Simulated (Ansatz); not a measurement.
# CuO (P4/mmm) in Ansatz: further runs, part 2 of 2

Ansatz 0.2.0.

## (3) Projected density of states, PBEsol

File input.yaml:

```yaml
crystal:
  lattice:
    - [4.160937, 0.0, 0.0]
    - [0.0, 4.160937, 0.0]
    - [0.0, 0.0, 3.887643]
  atoms:
    - { symbol: Cu, position: [0.5, 0.0, 0.5] }
    - { symbol: Cu, position: [0.0, 0.5, 0.5] }
    - { symbol: Cu, position: [0.0, 0.0, 0.0] }
    - { symbol: O, position: [0.0, 0.0, 0.5] }
    - { symbol: O, position: [0.5, 0.0, 0.0] }
    - { symbol: O, position: [0.0, 0.5, 0.0] }
hamiltonian:
  xc: pbesol
  pseudopotentials: { kind: paw }
kpoints:
  mp_grid: { grid: [7, 7, 7] }
scf:
  occupations: { method: fermi_dirac, width: 0.05 }
  n_extra_bands: 15
output:
  forces: true
  stress: true
  eigenvalues: true
  dos: { projected: true, de: 0.05, nscf_kmesh: { grid: [11, 11, 11] } }
```

Potentials or basis: Ansatz PAW.

The run is started by

```bash
> ansatz run input.yaml --threads 2 --pin off --max-ram 5632MiB --backend cpu --events-out ev --progress --plain --runs-dir out
```

The log of the run:

```text
Warning: RAYON_NUM_THREADS=2 ignored (pool sized by the plan → 2); use --threads N
scf.n_extra_bands = 15 over 38 filled bands (N_el = 75.0): the run solves 53 bands
Engine: ansatz 0.2.0, aarch64-unknown-linux-gnu
Pseudopotentials: kind: paw
Pseudopotential: Cu, paw, valence charge 19, recommended cutoff 420 eV (normal), Cu.paw.azcp
Pseudopotential: O, paw, valence charge 6, recommended cutoff 420 eV (normal), O.paw.azcp
Functional definition: PBEsol
  exchange = pbesol_x
  correlation = pbesol_c
Crystal: 6 atoms, lattice volume = 67.308 Å³
Basis set: ecut = 420 eV, 1309 PW (Γ), exchange–correlation on 60×60×54 points (8 copies of the dense FFT grid, shifted against one another)
Bands: 53, of which v1, the nominal top of the filled ones, is band 38 counted from 1 (37 counted from 0)
Symmetry: 16 space group operations
Space group: P4/mmm (ITA 123), of the structure as read, at distance tolerance 4.1e-5 Å
k-points: 40 of 343
Non-local potential: Cu, projectors of the file, l = 0: 3, l = 1: 2, l = 2: 3, l = 3: 1
Non-local potential: O, projectors of the file, l = 0: 2, l = 1: 2, l = 2: 1
PAW form: soft (Blöchl's): semilocal exchange-correlation on the pseudo side does not see the compensation charge
PAW frozen core: Cu, regenerated for the run's functional, and the local potential with it (the file was generated under x = pbe(κ = 0.804, μ = 0.2195149727645171), c = pbe(β = 0.06672455060314922))
PAW frozen core: O, regenerated for the run's functional, and the local potential with it (the file was generated under x = pbe(κ = 0.804, μ = 0.2195149727645171), c = pbe(β = 0.06672455060314922))
PAW one-centre angular grid: Cu, 590 points (default); XC on 64 Gauss nodes
PAW one-centre angular grid: O, 110 points (default); XC on 64 Gauss nodes
Initial density: superposition of atomic densities (neutral atoms: chi_scale 0, normalization atom), corrected by the library's trained network
Initial wavefunctions: pseudopotential atomic-orbital guess
Functional: x = pbesol(κ = 0.804, μ = 0.12345679012345678), c = pbesol(β = 0.046)
SCF iter   1: F=—  HF=-21443.172759 eV  |F-HF|=—  |Δ(HF+E_count)|=         —  Δρ=1.76e-2  dr2=1.61e-1  ethr=1.77e-3  ⟨swp⟩=5.7  Hψ=8048  notcnv=0  defer=60
preconditioner: auto → LDOS  [metal: Δε(μ)=0.009 eV  Ē_g=15.193 eV  σ=0.050 eV  W_gap=0.04  n_scr=26 (ndim 8)  ℏωp=32.3 eV  f_vac=0.127  D(μ)=3.93/eV (n_scr^D=32)  β→1.0]
SCF iter   2: F=—  HF=-21443.213505 eV  |F-HF|=—  |Δ(HF+E_count)|=   4.07e-2  Δρ=2.69e-2  dr2=2.58e-1  ethr=2.15e-4  ⟨swp⟩=2.1  Hψ=4125  notcnv=0  defer=356
SCF iter   3: F=—  HF=-21443.136896 eV  |F-HF|=—  |Δ(HF+E_count)|=   7.66e-2  Δρ=8.87e-3  dr2=2.95e-2  ethr=2.15e-4  ⟨swp⟩=2.0  Hψ=2913  notcnv=0  defer=356
SCF iter   4: F=—  HF=-21443.130507 eV  |F-HF|=—  |Δ(HF+E_count)|=   6.39e-3  Δρ=2.75e-3  dr2=4.09e-3  ethr=3.93e-5  ⟨swp⟩=2.0  Hψ=2799  notcnv=0  defer=356
SCF iter   5: F=—  HF=-21443.130159 eV  |F-HF|=—  |Δ(HF+E_count)|=   3.48e-4  Δρ=1.08e-3  dr2=6.42e-4  ethr=5.45e-6  ⟨swp⟩=1.1  Hψ=1766  notcnv=0  defer=356
SCF iter   6: F=—  HF=-21443.130099 eV  |F-HF|=—  |Δ(HF+E_count)|=   6.00e-5  Δρ=3.66e-4  dr2=7.21e-5  ethr=8.57e-7  ⟨swp⟩=1.1  Hψ=1868  notcnv=0  defer=355
SCF iter   7: F=—  HF=-21443.130015 eV  |F-HF|=—  |Δ(HF+E_count)|=   8.42e-5  Δρ=1.29e-4  dr2=8.64e-6  ethr=9.61e-8  ⟨swp⟩=2.2  Hψ=2314  notcnv=0  defer=355
SCF iter   8: F=—  HF=-21443.130014 eV  |F-HF|=—  |Δ(HF+E_count)|=   3.41e-7  Δρ=4.70e-5  dr2=1.19e-6  ethr=1.15e-8  ⟨swp⟩=1.1  Hψ=1768  notcnv=0  defer=355
SCF iter   9: F=—  HF=-21443.130014 eV  |F-HF|=—  |Δ(HF+E_count)|=   1.93e-8  Δρ=2.40e-5  dr2=3.05e-7  ethr=1.59e-9  ⟨swp⟩=1.3  Hψ=1782  notcnv=0  defer=355
SCF iter  10: F=-21443.130014 eV  HF=-21443.130014 eV  |F-HF|=2.21e-8  |Δ(HF+E_count)|=   2.14e-8  Δρ=6.48e-6  dr2=2.25e-8  ethr=1.33e-10  ⟨swp⟩=9.5  Hψ=9498  notcnv=0
SCF 1 converged in 10 iterations: F = -21443.130014 eV  dr2 = 2.25e-8
NSCF: frozen V_eff on 126 k-points
SCF converged after 10 iterations
Free energy (F): -21443.130014 eV
Harris-Foulkes:  -21443.130014 eV  (|F-HF|=2.21e-8)
Internal energy: -21443.098734 eV  (E = F + TS)
E sigma→0 (E₀):  -21443.114374 eV
Entropy (-TS):   -0.031280 eV (-5.213 meV/atom)
Fermi energy:    9.875471 eV
--- Per-component energies (eV) ---
  E_band       = -1423.569453
  E_kinetic    = 1409.314191
  E_local      = -16071.452964  (includes V_loc(G=0)·N_el)
  E_nonlocal   = 1328.780637
  E_hartree    = 6991.524634
  E_xc         = -478.913882
  E_vxc        = -617.816645  (∫ρ·V_xc dr)
  E_paw        = -5336.243875  (= ΣΔE_a)
  E_vpaw       = -1455.445091  (= ΣTr[D̂ρ^β])
  E_aug_tail   = 0.007938  (compensation charges beyond the density's cutoff)
  E_ewald      = -9286.839884
  E_core_change = 0.724470  (= ΣΔE_core)
  E_smearing   = -0.031280  (= −TS)
  E_closure    = 0.000000  (closes the sum)
  Σ components = -21443.130014   (vs F -21443.130014, Δ=0.00e0)
--- Forces (eV/Å), atoms counted from 1 ---
  atom   1  Cu    -0.00000000    -0.00000000    -0.00000000
  atom   2  Cu    -0.00000000     0.00000000     0.00000000
  atom   3  Cu     0.00000000     0.00000000     0.00000000
  atom   4  O     -0.00000000     0.00000000     0.00000000
  atom   5  O      0.00000000    -0.00000000     0.00000000
  atom   6  O      0.00000000     0.00000000     0.00000000
  max |Σ_I F_I| component: 4.90e-28 eV/Å
--- Stress (GPa, compression-positive) ---
       -4.175230       0.000000       0.000000
        0.000000      -4.175230       0.000000
        0.000000       0.000000      -8.158398
  P = ⅓ Tr σ = -5.5030 GPa (-55.030 kbar)
--- Band table (eV; the first three rows and the last of 40) ---
  k-point 0: bands = ["-102.4189", "-101.9320", "-101.9311", "-60.0127", "-59.9078", "-59.9078", "-59.6055", "-59.6043", "-59.5147", "-59.5147", "-59.2877", "-59.2877", "-9.8899", "-7.8491", "-7.4188", "3.8763", "4.0295", "4.0295", "6.5718", "6.5718", "6.6000", "6.9003", "6.9730", "6.9776", "7.0505", "7.0505", "7.5162", "7.5369", "7.6377", "7.8537", "7.8537", "8.0829", "8.1485", "8.1485", "8.3663", "8.3958", "8.3961", "8.3961", "8.4899", "11.0942", "15.8186", "17.3085", "18.5815", "18.5815", "20.8018", "21.4139", "23.1128", "24.0253", "24.0253", "25.4756", "25.4756", "27.7275", "27.7612"]
  k-point 1: bands = ["-102.4189", "-101.9321", "-101.9310", "-60.0127", "-59.9077", "-59.9077", "-59.6056", "-59.6043", "-59.5147", "-59.5147", "-59.2877", "-59.2877", "-9.8199", "-7.8591", "-7.3769", "3.6046", "4.0539", "4.0539", "5.9109", "5.9498", "6.0866", "6.0866", "6.9328", "7.0166", "7.4280", "7.4280", "7.6065", "7.6180", "7.6180", "7.6318", "8.0676", "8.0884", "8.2129", "8.2129", "8.3665", "8.6414", "8.7945", "8.7945", "8.8813", "11.7852", "16.1459", "17.7399", "18.3616", "18.3616", "20.0181", "22.2123", "23.2512", "23.5940", "23.5940", "25.8377", "25.8377", "26.1380", "28.7426"]
  k-point 2: bands = ["-102.4189", "-101.9321", "-101.9310", "-60.0127", "-59.9077", "-59.9077", "-59.6058", "-59.6043", "-59.5148", "-59.5148", "-59.2876", "-59.2876", "-9.6484", "-7.8957", "-7.2802", "3.1621", "4.1327", "4.1327", "4.6892", "4.9580", "5.5045", "5.5045", "7.0203", "7.0579", "7.1680", "7.1680", "7.5221", "7.7015", "7.9406", "7.9406", "8.0268", "8.3670", "8.4698", "8.4698", "8.4870", "8.9038", "9.3127", "9.3127", "9.5124", "13.2458", "16.8156", "17.8793", "17.8793", "18.8782", "19.2416", "23.0712", "23.0712", "23.4306", "23.6743", "24.6331", "25.9371", "25.9371", "26.9100"]
  k-point 39: bands = ["-102.4189", "-101.9316", "-101.9315", "-60.0129", "-59.9079", "-59.9079", "-59.6049", "-59.6048", "-59.5200", "-59.5093", "-59.2927", "-59.2829", "-9.2612", "-7.4722", "-7.4333", "1.9528", "2.5338", "2.5423", "4.4995", "4.5728", "4.5777", "4.7942", "5.1279", "7.2950", "7.5831", "7.6333", "7.8235", "7.8856", "7.8885", "8.0380", "8.4806", "8.6869", "8.8302", "9.4249", "9.9765", "10.8892", "10.9380", "10.9942", "11.0204", "12.0331", "16.6046", "17.8429", "17.8823", "18.8780", "18.8821", "21.1099", "21.3168", "23.8096", "25.6340", "26.0239", "26.5277", "26.6683", "27.6220"]
```

Wall time 15 s (2 threads of Arm Neoverse V2, shared host); peak memory 0.44 GiB.

What came out:

```yaml
Free_energy: -21443.1300 eV
Pressure: -5.5 GPa
Band_gap_on_the_k_mesh: none (metal or under the smearing width)
Density_of_states_at_the_Fermi_level: 3.99 states/eV per cell
```

States per cell in windows of 0.5 eV (zero at the Fermi level; states under -8 eV left out):
| from (eV) | total | Cu 3d | O 2p | Cu 4s | O 2s | Cu 3p |
| --- | --- | --- | --- | --- | --- | --- |
| -8.0 | 0.19 | 0.04 | 0.12 | 0.03 | 0.00 | 0.00 |
| -7.5 | 1.15 | 0.24 | 0.74 | 0.16 | 0.01 | 0.00 |
| -7.0 | 1.46 | 0.29 | 0.98 | 0.17 | 0.02 | 0.00 |
| -6.5 | 1.77 | 0.33 | 1.26 | 0.14 | 0.02 | 0.00 |
| -6.0 | 1.65 | 0.28 | 1.29 | 0.03 | 0.01 | 0.00 |
| -5.5 | 2.82 | 1.16 | 1.54 | 0.07 | 0.02 | 0.00 |
| -5.0 | 2.48 | 1.08 | 1.34 | 0.02 | 0.01 | 0.00 |
| -4.5 | 2.20 | 0.96 | 1.20 | 0.01 | 0.01 | 0.00 |
| -4.0 | 1.49 | 0.76 | 0.70 | 0.01 | 0.00 | 0.00 |
| -3.5 | 1.04 | 0.64 | 0.39 | 0.01 | 0.00 | 0.00 |
| -3.0 | 2.59 | 1.90 | 0.58 | 0.09 | 0.01 | 0.00 |
| -2.5 | 8.07 | 7.47 | 0.47 | 0.09 | 0.02 | 0.00 |
| -2.0 | 6.66 | 6.00 | 0.49 | 0.11 | 0.04 | 0.00 |
| -1.5 | 5.09 | 3.73 | 1.12 | 0.11 | 0.07 | 0.00 |
| -1.0 | 3.44 | 1.82 | 1.42 | 0.07 | 0.08 | 0.00 |
| -0.5 | 2.82 | 1.34 | 1.36 | 0.04 | 0.04 | 0.00 |
| 0.0 | 1.50 | 0.73 | 0.70 | 0.02 | 0.02 | 0.00 |
| 0.5 | 1.18 | 0.56 | 0.58 | 0.01 | 0.01 | 0.00 |
| 1.0 | 0.40 | 0.18 | 0.20 | 0.01 | 0.00 | 0.00 |
| 1.5 | 0.06 | 0.01 | 0.00 | 0.03 | 0.01 | 0.00 |
| 2.0 | 0.14 | 0.01 | 0.02 | 0.06 | 0.02 | 0.00 |
| 2.5 | 0.25 | 0.02 | 0.04 | 0.09 | 0.03 | 0.00 |
| 3.0 | 0.52 | 0.03 | 0.08 | 0.18 | 0.03 | 0.00 |
| 3.5 | 0.60 | 0.03 | 0.11 | 0.23 | 0.03 | 0.00 |
| 4.0 | 0.35 | 0.02 | 0.08 | 0.15 | 0.01 | 0.00 |
| 4.5 | 0.25 | 0.01 | 0.05 | 0.13 | 0.02 | 0.00 |
| 5.0 | 0.27 | 0.00 | 0.03 | 0.15 | 0.02 | 0.00 |
| 5.5 | 0.49 | 0.01 | 0.06 | 0.24 | 0.03 | 0.00 |
| 6.0 | 0.77 | 0.02 | 0.10 | 0.39 | 0.04 | 0.00 |
| 6.5 | 0.67 | 0.01 | 0.07 | 0.35 | 0.03 | 0.00 |
| 7.0 | 0.66 | 0.01 | 0.06 | 0.34 | 0.02 | 0.00 |
| 7.5 | 1.31 | 0.01 | 0.10 | 0.41 | 0.02 | 0.00 |

Caveat: the pressure holds a Pulay correction of +0.7 GPa for the finite cutoff; an odd number of electrons without spin polarisation forces a metal; a magnetic or distorted state may lie lower; the run has no spin polarisation, though such a crystal can be magnetic; semilocal functionals often make such compounds metallic where correlation or magnetic order opens a gap, which also shifts bond lengths; the PAW data sets come from PBE, with cores solved anew for the run's functional, which leaves a small shift of forces and pressure.
